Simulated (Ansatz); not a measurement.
Two Ansatz runs on Zr

The cell comes from COD entry 9008559, which wasn't checked; take it as a given geometry.

First run: DFT, LDA, all-electron LAPW, scalar-relativistic (Ansatz 0.2.0).

Command: `ansatz run input.yaml --threads 1 --pin off --max-ram 2048MiB --backend cpu --events-out ev --progress --plain --runs-dir out` The run took 11 s on 1 thread of Arm Neoverse V2, with other jobs on the host.

```yaml
crystal:
  lattice:
    - [-1.81, 1.81, 1.81]
    - [1.81, -1.81, 1.81]
    - [1.81, 1.81, -1.81]
  atoms:
    - { symbol: Zr, position: [0.0, 0.0, 0.0] }
kpoints:
  mp_grid: { grid: [16, 16, 16] }
  band_path:
    path:
      - [0.0, 0.0, 0.0]
      - [0.5, -0.5, 0.5]
      - [0.0, 0.0, 0.5]
      - [0.0, 0.0, 0.0]
      - [0.25, 0.25, 0.25]
      - [0.5, -0.5, 0.5]
      - [0.25, 0.25, 0.25]
      - [0.0, 0.0, 0.5]
    npoints: 5
scf:
  occupations: { method: fermi_dirac, width: 0.03 }
hamiltonian:
  xc: lda
  pseudopotentials: { kind: all_electron, lapw: { basis_error: 0.0005 } }
output:
  forces: true
  stress: true
  eigenvalues: true
```

Result: converged; pressure -9.53 GPa; no gap on the k mesh; 7 SCF iterations.

The input is then changed:

```diff
@@ -7,5 +7,5 @@
     - { symbol: Zr, position: [0.0, 0.0, 0.0] }
 kpoints:
-  mp_grid: { grid: [16, 16, 16] }
+  mp_grid: { grid: [5, 5, 5] }
   band_path:
     path:
```

Question: What does the second run give?

Answer: It converged; energy at zero smearing -52.1 meV/atom from the first run; pressure -9.81 GPa; no gap on the k mesh; 5 SCF iterations. Some of these settings are too coarse for converged properties.

The results part of its log:

```
SCF 1 converged in 5 iterations: F = -97820.794623 eV  dr2 = 1.12e-8
NSCF: frozen V_eff on 36 k-points
SCF converged after 5 iterations
Free energy (F): -97820.794623 eV
Harris-Foulkes:  -97820.794623 eV  (|F-HF|=3.51e-9)
Internal energy: -97820.786677 eV  (E = F + TS)
E sigma→0 (E₀):  -97820.790650 eV
Entropy (-TS):   -0.007946 eV (-7.946 meV/atom)
Fermi energy:    14.875135 eV
--- Per-component energies (eV) ---
  E_band       = -3393.758687
  E_kinetic    = 101004.712556
  E_xc         = -3002.713539
  E_electrostatic = -195822.785694  (all electrons and nuclei)
  E_smearing   = -0.007946  (= −TS)
  E_closure    = 0.000000  (closes the sum)
  E_atoms      = -97812.784677  (free atoms, spherical and without spin; not in F)
  Σ components = -97820.794623   (vs F -97820.794623, Δ=0.00e0)
  Basis errors (estimates in eV, not in F): energy 1.0e-4 per atom: plane waves 8.0e-5 (4.2e-5 summed), levels above the bands 1.0e-123, relativity 2.9e-9, radial functions 2.1e-5, core shells 2.4e-8; eigenvalues (radial functions only) 3.7e-7; not estimated: angular momenta, meshes, grids; target (lapw.basis_error) 5.0e-4; muffin-tin radii Zr 1.568 Å
--- Forces (eV/Å), atoms counted from 1 ---
  atom   1  Zr     0.00000000    -0.00000000     0.00000000
  max |Σ_I F_I| component: 1.40e-31 eV/Å
--- Stress (GPa, compression-positive) ---
       -9.814466      -0.000000      -0.000000
       -0.000000      -9.814466       0.000000
       -0.000000       0.000000      -9.814466
  P = ⅓ Tr σ = -9.8145 GPa (-98.145 kbar)
--- Band table (eV; the first three rows and the last of 10) ---
  k-point 0: bands = ["-295.8631", "-295.8631", "-295.8631", "-153.6743", "-153.6743", "-153.6719", "-153.6719", "-153.6719", "-33.5108", "-11.0900", "-11.0900", "-11.0900", "9.5611", "15.9568", "15.9568", "15.9568", "18.3963", "18.3963"]
  k-point 1: bands = ["-295.8631", "-295.8631", "-295.8631", "-153.6743", "-153.6743", "-153.6719", "-153.6719", "-153.6719", "-33.4621", "-11.4229", "-11.1936", "-11.0922", "10.7626", "15.2519", "15.5114", "17.2071", "17.8793", "18.4505"]
  k-point 2: bands = ["-295.8631", "-295.8631", "-295.8631", "-153.6743", "-153.6743", "-153.6719", "-153.6719", "-153.6719", "-33.3824", "-11.9284", "-11.3565", "-11.0960", "12.1338", "14.3581", "15.8599", "18.3597", "18.8832", "20.2032"]
  k-point 9: bands = ["-295.8631", "-295.8631", "-295.8631", "-153.6743", "-153.6743", "-153.6719", "-153.6719", "-153.6719", "-33.2871", "-11.7252", "-11.6634", "-11.6634", "12.8102", "12.8799", "18.5215", "18.5215", "19.7799", "20.7217"]
```
